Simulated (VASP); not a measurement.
**A VASP 6.6.1 single-point calculation on LiCl**

INCAR

```
LWAVE = .FALSE.
IBRION = -1
ISMEAR = -1
NELM = 3
SIGMA = 0.02
LASPH = .TRUE.
PREC = Accurate
LCHARG = .FALSE.
LREAL = .FALSE.
NSW = 0
EDIFF = 1E-7
GGA = PE
ENCUT = 520
ISIF = 2
NBANDS = 18
```

KPOINTS

```
KPOINTS created by Atomic Simulation Environment
0
Gamma
12 12 4
0 0 0
```

POSCAR

```
Li Cl
 1.0000000000000000
     4.1040023739063267    0.0000000000288674    0.0000000000000000
    -2.0520011869781634    3.5541703129800877    0.0000000000000000
     0.0000000000000000    0.0000000000000000    6.5620748064000001
 Li  Cl
   2   2
Cartesian
  2.0520011869448300  1.1847234376792739  5.7612636568398505
 -0.0000000000166667  2.3694468753296802  2.4802262536398501
  2.0520011869448300  1.1847234376792739  3.2615957640349564
 -0.0000000000166667  2.3694468753296802  6.5426331672349560
```

The recommended PBE PAW datasets give the neutral cell 20 valence electrons.

Command

```
mpirun -np 1 vasp_std
```

OSZICAR

```
N       E                     dE             d eps       ncg     rms          rms(c)
DAV:   1     0.132817506542E+03    0.13282E+03   -0.86235E+03  2052   0.104E+03
DAV:   2     0.163141509431E+01   -0.13119E+03   -0.12593E+03  2542   0.228E+02
DAV:   3    -0.142644057029E+02   -0.15896E+02   -0.15825E+02  3390   0.696E+01
   1 F= -.14264406E+02 E0= -.14264406E+02  d E =-.221832E-13
```

Standard output (part)

```
POSCAR found type information on POSCAR LiCl
 POSCAR found :  2 types and       4 ions
 LDA part: xc-table for (Slater+PW92), standard interpolation
 POSCAR, INCAR and KPOINTS ok, starting setup
 WAVECAR not read
 entering main loop
|     The electronic self-consistency was not achieved in the given           |
|     number of steps (NELM). The forces and other quantities evaluated       |
|     might not be reliable so examine the results carefully. If you find     |
|     spurious results, we suggest increasing NELM, if you were close to      |
|     convergence or switching to a different ALGO or adjusting the           |
|     density mixing parameters otherwise.                                    |
```

It didn't converge.

Question: What is wrong with this input?

Answer: Too few electronic steps. It didn't converge.
